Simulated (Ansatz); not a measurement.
**How the equilibrium volume moves from PBE to BLYP-D4**

Computed equilibrium volume (Å³/atom) at each level. Volumes are each level's own minimum, from an equation of state or a relaxation of the cell. Among the elements in a form other than the usual one at room conditions: Sn. Not every cell is the stable form of its formula. Spin polarisation and spin-orbit coupling are off unless named.

- PBE: Ansatz (all-electron LAPW, scalar-relativistic); k meshes of 343 to 2197 points
- BLYP-D4: Ansatz (all-electron LAPW, scalar-relativistic); k meshes of 343 to 2197 points

| crystal | PBE | BLYP-D4 |
| --- | --- | --- |
| GaN (F-43m) | 11.757 | 11.408 |
| Cu (Fm-3m) | 11.944 | 11.430 |
| HfC (Fm-3m) | 12.583 | 12.605 |
| BAs (F-43m) | 13.901 | 13.514 |
| PbSe (Fm-3m) | 30.045 | 31.713 |
| HgTe (F-43m) | 36.818 | 36.040 |
| Sn (Fd-3m) | 36.855 | 36.325 |

BLYP-D4 lies below PBE in 5 of 7 crystals (shifts under 0.3 % counted as level), with a median shift of -2.1 % (-4.3 % for Cu to +5.6 % for PbSe). The figures use the values as printed. Spin-orbit coupling, where left out, moves volumes and moduli of the heaviest elements a little. Meshes of this size aren't converged for the metals. Columns can differ in task within a row, which adds scatter of its own. Where several set-ups ran one level, the entry is one near their median; a run lay far from it for BAs, Cu.

BLYP-D4 doesn't rescale the PBE volumes uniformly. GaN, HgTe and Sn contract, HfC barely moves, and PbSe expands by 5.6 %. Two opposing contributions probably lie behind this: BLYP alone tends to bind extended solids too weakly and make them too large, while the D4 attraction pulls the atoms together. In the tetrahedral semiconductors the attraction seems to prevail; in PbSe it evidently doesn't offset the weaker binding.

Heavy atoms alone can't explain the PbSe expansion, since HgTe and Sn shift the other way, nor can the rocksalt structure, since HfC stays level. Repulsion involving the filled Pb 6s shell, described differently by the two functionals, is one possibility; a D4 term too weak for this compound is another.

PBE usually overestimates the volumes of such heavy semiconductors, so the contraction in HgTe and Sn goes in the right direction, whereas the expansion in PbSe worsens the error. Volumes from BLYP without D4 would be needed to separate the two contributions.
